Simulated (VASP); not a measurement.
A run of VASP 6.6.1 is set up as follows.

INCAR

```
SYSTEM = Bi
  ALGO = Normal
  EDIFF = 1E-7
  EDIFFG = -0.005
  ENCUT = 600
  GGA = AM
  IBRION = 2
  ISIF = 3
  ISMEAR = 1
  LASPH = .TRUE.
  LCHARG = .FALSE.
  LREAL = .FALSE.
  LWAVE = .FALSE.
  NELM = 80
  NSW = 90
  PREC = Accurate
  SIGMA = 0.1
```

KPOINTS

```
k-points
0
G
  14 14 14
  0 0 0
```

File POSCAR:

```
Bi                                      
1.0
   -1.9562009306      1.9562009306      1.9562009306
    1.9562009306     -1.9562009306      1.9562009306
    1.9562009306      1.9562009306     -1.9562009306
  Bi            
     1
Direct
     0.0000000000000000    0.0000000000000000    0.0000000000000000
```

Potentials or basis: VASP PAW PBE potentials, release 64 (Bi_d).

The run is started by

```sh
$ cat potpaw_PBE.64/Bi_d/POTCAR > POTCAR
$ mpirun -np 1 vasp_std > vasp.out
```

Q: Estimate the band gap on the k mesh.

A: None (metal or under the smearing width).

Final structure:
```xyz
1
Lattice="-1.9562 1.9562 1.9562 1.9562 -1.9562 1.9562 1.9562 1.9562 -1.9562" Properties=species:S:1:pos:R:3 pbc="T T T"
Bi    0.0000    0.0000    0.0000
```

Caveat: the relaxation stopped at its first step, so nothing moved; spin-orbit coupling is left out, which moves the levels of the heavy elements.
